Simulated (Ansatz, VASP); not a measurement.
**One calculation of TiTe2, two programs**

```xyz
3
Lattice="3.7770 0.0000 0.0000 -1.8885 3.2710 0.0000 0.0000 0.0000 6.4980" Properties=species:S:1:pos:R:3 pbc="T T T"
Te    0.0000    2.1807    4.7903
Te    1.8885    1.0903    1.7077
Ti    0.0000    0.0000    0.0000
```

Alike in both runs: functional PBE; k mesh 8 × 8 × 4; occupations gaussian, width 0.02 eV; no spin polarisation.

```csv
,VASP,Ansatz
version,VASP 6.6.1,Ansatz 0.2.0
potentials or method,"VASP PAW PBE potentials, release 64 (Te, Ti_sv)",Ansatz PAW
plane-wave cutoff (eV),520,420
valence electrons in the cell,24,44
task,electron localisation function,single point
```

|  | VASP | Ansatz | Ansatz less VASP |
| --- | --- | --- | --- |
| gap on the k mesh at the Fermi level (eV) | none | none | - |
| pressure (GPa) | 0.9 | 0.9 | +0.01 |
| largest component of the traceless stress (GPa) | 0.37 | 0.37 | -0.001 |
| rms of the force components (eV/Å) | 0.009 | 0.005 | -0.0043 |

Atom by atom the forces differ by 0.004 eV/Å (rms over components). A gap of «none» marks a metal or a gap that the smearing closes. The two sets of potentials don't hold the same shells in valence.

Caveats: this functional lacks dispersion, which binds the layers, so the pressure and a relaxed spacing across them are unreliable. The runs have no spin-orbit coupling, so splittings on Te are missing.
